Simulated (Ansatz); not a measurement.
The system is GaSb.

```xyz
2
Lattice="0.0000 3.0590 3.0590 3.0590 0.0000 3.0590 3.0590 3.0590 0.0000" Properties=species:S:1:pos:R:3 pbc="T T T"
Sb    4.5885    4.5885    4.5885
Ga    0.0000    0.0000    0.0000
```

- Program: Ansatz 0.2.0
- Task: relaxation of cell and atoms
- Functional: LDA
- Potentials or basis: all-electron LAPW, scalar-relativistic
- Basis error allowed: 0.001 eV/atom
- k mesh: 8 × 8 × 8
- Occupations: fermi-dirac, width 0.05 eV
- Spin: no spin polarisation

At the start: volume 28.62 Å³/atom.

Task: How do energy, volume and symmetry change on relaxing?

Result: Over 4 steps the energy falls by 5.2 meV/atom and the volume is 27.69 Å³/atom (-3.3 %); space group F-43m (No. 216, to 0.05 Å).

The path:
```tsv
step	energy change (eV)	largest force (eV/Å)	volume (Å³)
1	0.0000	0.0000	57.25
2	-0.0093	0.0000	54.77
3	-0.0103	0.0000	55.39
4	-0.0103	0.0000	55.39
```

Final structure:
```yaml
crystal:
  lattice:
    - [0.00000, 3.02547, 3.02547]
    - [3.02547, 0.00000, 3.02547]
    - [3.02547, 3.02547, 0.00000]
  atoms:
    - { symbol: Sb, position: [0.75000, 0.75000, 0.75000] }
    - { symbol: Ga, position: [0.00000, 0.00000, 0.00000] }
```
